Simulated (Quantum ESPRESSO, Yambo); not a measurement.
# Quasiparticle gap of LiF (Griceite) in Yambo, part 3 of 3

Aim: the G0W0 gap of LiF (Griceite) on PBE, step by step.

Quantum ESPRESSO 7.5 and Yambo 5.3.0; PBE and many-body steps on it, plane waves. Known limits of the many-body steps: not at the basis limit.

So far. Step 3 (Bands along the symmetry lines): The gap is 9.114 eV, −0.001 eV from the run before at this level. Step 4 (Empty states on the mesh, 8×8×8 mesh, 73 bands): On this mesh the gap is 9.115 eV.

### 6. Screening and self-energy, 8×8×8 mesh, 73 bands, screening to 210.9 eV

G0W0 replaces the xc potential by the self-energy, built once from these orbitals. Only a window of levels is corrected, while the sums run over the empty bands that the input names.

This step: G0W0 on PBE, plane waves, norm-conserving pseudopotentials.

The input, gw1.in:

```
HF_and_locXC
gw0
dyson
ppa
em1d
rim_cut
RandQpts= 1000000
RandGvec= 1 RL
EXXRLvcs= 72 Ry
VXCRLvcs= 288 Ry
Chimod= "HARTREE"
% BndsRnXp
 1 | 73 |
%
NGsBlkXp= 15.5 Ry
% LongDrXp
 1 | 1 | 1 |
%
% GbndRnge
 1 | 73 |
%
DysSolver= "n"
ExtendOut
PPAPntXp= 27.21138 eV
% QPkrange
 1 | 1 | 4 | 7 |
%
```

Started as:

```console
$ OMP_NUM_THREADS=1 mpirun -n 4 yambo -F gw1.in -J gw1 -C gw1 > gw1.log
```

What it wrote:

```text
 Yambo, version 5.3.0

 [02] CORE Variables Setup
 =========================

  [... cell, symmetries and grids as in the set-up ...]

  [02.05] Energies & Occupations
  ==============================

  [X] === General ===
  [X] Electronic Temperature                        :  0.000000  0.000000 [eV K]
  [X] Bosonic    Temperature                        :  0.000000  0.000000 [eV K]
  [X] Finite Temperature mode                       : no
  [X] El. density                                   :  0.61206E+24 [cm-3]
  [X] Fermi Level                                   :  0.906508 [eV]

  [X] === Gaps and Widths ===
  [X] Conduction Band Min                           :  9.114627 [eV]
  [X] Valence Band Max                              :  0.000000 [eV]
  [X] Filled Bands                                  :   5
  [X] Empty Bands                                   :    6   73
  [X] Direct Gap                                    :  9.114627 [eV]
  [X] Direct Gap localized at k                     :  1
  [X] Indirect Gap                                  :  9.114627 [eV]
  [X] Indirect Gap between kpts                     :  1  1
  [X] Last valence band width                       :  0.989798 [eV]
  [X] 1st conduction band width                     :  5.964288 [eV]

 [03] Transferred momenta grid and indexing
 ==========================================

 IBZ Q-points                                      :  29
 BZ  Q-points                                      :   512

 K/Q-points units:
 rlu = crystal or reduced units; cc = cartesian coordinates; iku = interal k-units

 Q [ 1]         [rlu]:  0.000000  0.000000  0.000000
 Q [ 2]         [rlu]: -0.44736E-17 -0.44736E-17  0.12500
 Q [ 3]         [rlu]: -0.89471E-17 -0.89471E-17  0.25000
 Q [ 4]         [rlu]:  0.59525E-19  0.59525E-19  0.37500
 Q [ 5]         [rlu]:  0.17894E-16  0.17894E-16 -0.50000
 Q [ 6]         [rlu]:  0.55284E-18  0.12500      0.12500
 Q [ 7]         [rlu]:  0.39326E-17  0.12500      0.25000
 Q [ 8]         [rlu]: -0.89471E-17  0.12500      0.37500
 Q [ 9]         [rlu]: -0.26293E-17  0.12500      0.50000
 Q [10]         [rlu]:  0.17894E-16  0.12500     -0.37500
     [... 17 further rows ...]
 Q [28]         [rlu]:  0.125000 -0.500000 -0.375000
 Q [29]         [rlu]:  0.250000 -0.500000 -0.250000

 [04] Coloumb potential Random Integration (RIM)
 ===============================================

  [04.01] RIM initialization
  ==========================

  * Diagonal components only detected *

  8 x (sBL volume)        :  0.035152 [a.u.]
  sBZ random points       :  1000000
  Points outside the sBZ  :   7996195
  RL volume               :  2.249752 [a.u.]
  Integrated volume       :  2.250822 [a.u.]

  [04.02] RIM integrals
  =====================

  Gamma point sphere radius             :  0.059420 [a.u.]
  Points outside the sphere             :   799659
  [Int_sBZ(q=0) 1/q^2]*(Vol_sBZ)^(-1/3) =:  7.764404
                                 should be <:  7.795600

  Summary of Coulomb integrals for non-metallic bands |Q|[au] RIM/Bare

  Q [1] 0.100000E-4 0.995998 * Q [2] 0.178715 1.065507
  Q [6] 0.206363 1.063520 * Q [12] 0.291841 1.025994
  Q [7] 0.342214 1.019443 * Q [3] 0.357431 1.017217
  Q [13] 0.412726 1.013507 * Q [11] 0.449757 1.010827
  Q [22] 0.461441 1.010532 * Q [8] 0.505484 1.008888
  Q [14] 0.536146 1.007997 * Q [4] 0.536146 1.007966
  Q [17] 0.583682 1.006539 * Q [23] 0.610430 1.006171
  Q [10] 0.619089 1.005860 * Q [18] 0.619089 1.006039
  Q [25] 0.652577 1.005436 * Q [9] 0.676606 1.005167
  Q [15] 0.684428 1.005043 * Q [5] 0.714862 1.004510
  Q [19] 0.736863 1.004389 * Q [16] 0.736863 1.004241
  Q [27] 0.744052 1.004143 * Q [24] 0.772139 1.003889
  Q [26] 0.792552 1.003834 * Q [21] 0.825451 1.003655
  Q [28] 0.850856 1.003467 * Q [20] 0.875523 1.003109
  Q [29] 0.922883 1.003011

 [05] Dipoles
 ============

  [05.01] Setup: observables and procedures
  =========================================

 [06] Dynamic Dielectric Matrix (PPA)
 ====================================

 [WR./gw1//ndb.pp]---------------------------------------------------------------
  Brillouin Zone Q/K grids (IBZ/BZ)                :    29   512    29   512
  RL vectors                                       :  1639 [WF]
  Coulomb cutoff potential                         : none
  Electronic Temperature                           :  0.000000 [K]
  Bosonic    Temperature                           :  0.000000 [K]
  PPA    diel. fun.  energies                      : Perdew, Burke & Ernzerhof(X)+Perdew, Burke & Ernzerhof(C)
  wavefunctions                                    : Perdew, Burke & Ernzerhof(X)+Perdew, Burke & Ernzerhof(C)
  Global Gauge                                     : length
  X matrix size                                    :  137
  X band range                                     :    1   73
  X e/h energy range                               : -1.000000 -1.000000 [eV]
  X Time ordering                                  : R
  X Hxc Kernel                                     : HARTREE
  X Drude frequency                                :  0.000000  0.000000
  X poles                                          :  100.0000 [o/o]
  RL vectors in the sum                            :  1639
  [r,Vnl] included                                 : yes
  Field direction                                  :  0.577350E-5  0.577350E-5  0.577350E-5
  BZ energy Double Grid                            : no
  BZ energy DbGd points                            : 0
  BZ Q point size factor                           : -1.000000
  X Optical Averaged directions                    : none

 [07] Local Exchange-Correlation + Non-Local Fock
 ================================================

 [VXC] Plane waves :   9185
 [EXS] Plane waves :  1211

 QP @ state[ 1 ] K range:  1  1
 QP @ state[ 1 ] b range:   4   7

 [xc] Functional : Perdew, Burke & Ernzerhof(X)+Perdew, Burke & Ernzerhof(C)
 [xc] LIBXC used to calculate xc functional
  PP Number of Atomic Species                      :  2
  NLCC RL compoments                               :   9185
  PP Number of Atomic Species                      :  2
  NLCC RL compoments                               :   9185

 [xc] E_xc :  -6.404302 [Ha]
      E_xc :  -12.80860 [Ry]

  Local XC kind (lXC) : Perdew, Burke & Ernzerhof(X)+Perdew, Burke & Ernzerhof(C)
  Non-Local XC kind (nlXC) : Hartree-Fock

  Corrections @ K [1] :  [eV]
 <4|nlXC|4> = -30.70137  0.65788E-18 <4|lXC|4> = -23.05348 -0.94408E-16
 <5|nlXC|5> = -30.70135  0.47792E-17 <5|lXC|5> = -23.05348  0.65090E-22
 <6|nlXC|6> = -6.618817  0.67505E-18 <6|lXC|6> = -11.45041  0.18915E-15
 <7|nlXC|7> = -3.080515  0.14140E-18 <7|lXC|7> = -10.01124 -0.94330E-16

 [08] Dyson equation: Newton solver
 ==================================

  [08.01] G0W0 (W PPA)
  ====================

  [  GW  ] Bands range     :    1   73
  [GW/PPA] G damping       :  0.100000 [eV]

  QP @ state[ 1 ] K range:  1  1
  QP @ state[ 1 ] b range:   4   7

   Sc/G bands                                       :    1   73
   Sc/G damping                                     :  0.100000 ev
   Sc bands terminator                              : no
   Sx RL components                                 :  1211

   QP @ state[ 1 ] K range                          :  1  1
   QP @ state[ 1 ] b range                          :   4   7
   GF energies kind                                 : Perdew, Burke & Ernzerhof(X)+Perdew, Burke & Ernzerhof(C)
   GF WF`s kind                                     : Perdew, Burke & Ernzerhof(X)+Perdew, Burke & Ernzerhof(C)
   Xs energies kind                                 : Perdew, Burke & Ernzerhof(X)+Perdew, Burke & Ernzerhof(C)
   Xs WF`s kind                                     : Perdew, Burke & Ernzerhof(X)+Perdew, Burke & Ernzerhof(C)

 [11] Game Over & Game summary
```

Wall time 3 min (4 MPI ranks of Arm Neoverse V2, shared host); peak memory 1.4 GiB.

Numbers from this step:

| Item | Value |
| --- | --- |
| G0W0 gap on the points computed | 13.30 eV |
| starting gap on the mesh | 9.115 eV |
| k of the valence top | 0, 0, 0 |
| k of the conduction bottom | 0, 0, 0 |
| least direct G0W0 gap on the computed points | 13.30 eV |
| Z at the valence top | 0.8269 |
| Z at the conduction bottom | 0.8907 |

The gap on the mesh goes from 9.11 eV to 13.30 eV, a correction of +4.19 eV.

Limits: finite bands, cutoff and mesh. v1 is the top filled band, c1 the lowest empty one. Levels before and after the correction, in eV, zero at the valence-band top of each column:

|  | conduction bottom | valence top |
| --- | --- | --- |
| Kohn-Sham | 9.11 | 0.00 |
| G0W0 | 13.30 | 0.00 |

|  | level | energy (eV) |
| --- | --- | --- |
| Kohn-Sham | Γ v2-v1 | 0.000 |
| Kohn-Sham | Γ c1 | 9.115 |
| Kohn-Sham | Γ c2 | 23.991 |
| G0W0 | Γ v2-v1 | 0.000 |
| G0W0 | Γ c1 | 13.303 |
| G0W0 | Γ c2 | 29.053 |

### 7. Where the time went

Times are wall times on the hardware named with each run, good to a factor of about two.

```
                          step   time  share  memory (GiB)
                  ground state  1.8 s    1 %          0.05
bands along the symmetry lines  1.2 s    1 %          0.05
      empty states on the mesh  3.8 s    2 %           0.2
         conversion and set-up  1.8 s    1 %          0.24
     screening and self-energy  3 min   95 %           1.4
```

### 8. Results

```json
{
  "PBE gap": "9.11 eV, indirect (only 1 meV under the direct gap)",
  "G0W0 gap on the mesh": "13.30 eV",
  "GW settings": "8×8×8 mesh, 73 bands, screening to 210.9 eV, Godby-Needs plasmon pole",
  "known limits": "not at the basis limit"
}
```

G0W0 moves the gap on the mesh from 9.11 eV to 13.30 eV (+4.19 eV), with Z of 0.83 and 0.89 at the edges. Only 1 of the mesh's irreducible points was corrected, so a valley elsewhere could overtake. The dearest step here is «screening and self-energy». Bands and cutoff are finite, so the gap is not at the basis limit. The miss can reach some tenths of an eV and take either sign; the mesh is an error of its own. In the G0W0 run levels were corrected at 1 k point alone, so a gap called «on the mesh» is the least over those, and an edge elsewhere would be missed.

[Paths, hosts, dates, memory and timing lines, banners, echoed tables and standing remarks are left out of the program output.]

[Logs are printed without paths, hosts, clocks, repeated set-up lines and the standing remarks that a program may print on its own settings, such as how far it seeks lower states.]

[Runs of the session that timed out or met a known fault of the program may be left out.]

[Hosts, paths, dates, database ids (printed as entryN), source tags and the programs' standing remarks are cut or masked in the printed files.]
